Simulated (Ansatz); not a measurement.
Runs of Ansatz 0.2.0 on CuAu. Symmetry: P4/mmm, No. 123, tetragonal system. Conventional cell: a = 2.811 Å, b = 2.811 Å, c = 3.685 Å, α = 90.00°, β = 90.00°, γ = 90.00°. Au (site symmetry 4/mmm) is surrounded by 8 Cu at 2.71 Å and 4 Au at 2.81 Å. Cu (site symmetry 4/mmm) is surrounded by 8 Au at 2.71 Å and 4 Cu at 2.81 Å. 

| task | level | potentials or basis | cutoff (eV) | basis error allowed | pressure (GPa) | V0 of scaled cells (Å³/atom) | B0 (GPa) |
| --- | --- | --- | --- | --- | --- | --- | --- |
| band structure | PBEsol | all-electron LAPW, non-relativistic | 272 | 0.001 eV/atom | 14.7 | - | - |
| band structure | PBEsol | all-electron PAW datasets made for the crystal | 280 | - | -4.0 | - | - |
| band structure | PBE | all-electron LAPW, scalar-relativistic | 271 | 0.001 eV/atom | (b) | - | - |
| equation of state | PBE | all-electron LAPW, scalar-relativistic | - | 0.0005 eV/atom | - | 14.99 | (a) |
| band structure | PBEsol | all-electron LAPW, scalar-relativistic | 271 | 0.001 eV/atom | -4.0 | - | - |
| equation of state | PBEsol | all-electron LAPW, scalar-relativistic | - | 0.001 eV/atom | - | 14.21 | 174 |
| equation of state | LDA | all-electron LAPW, scalar-relativistic | - | 0.001 eV/atom | - | 13.78 | 194 |
| band structure | PBEsol | all-electron LAPW, inner shells corrected to Dirac's equation | 272 | 0.001 eV/atom | -3.9 | - | - |
| band structure | LDA | all-electron LAPW, scalar-relativistic | 272 | 0.001 eV/atom | -9.2 | - | - |

Alike in all rows: no spin polarisation; cell as given; k mesh 9 × 9 × 7; smearing fermi-dirac 0.05 eV.

Q: Fill in the values left out.

A: (a) 142; (b) 4.5.

Caveats: the cell was scaled at fixed shape and fractional positions, which overstates the stiffness of a crystal with free parameters, most of all of layers and chains (some runs); relativity is left out, which matters for the heavier elements (some runs).

Not every run made on this cell is shown here.
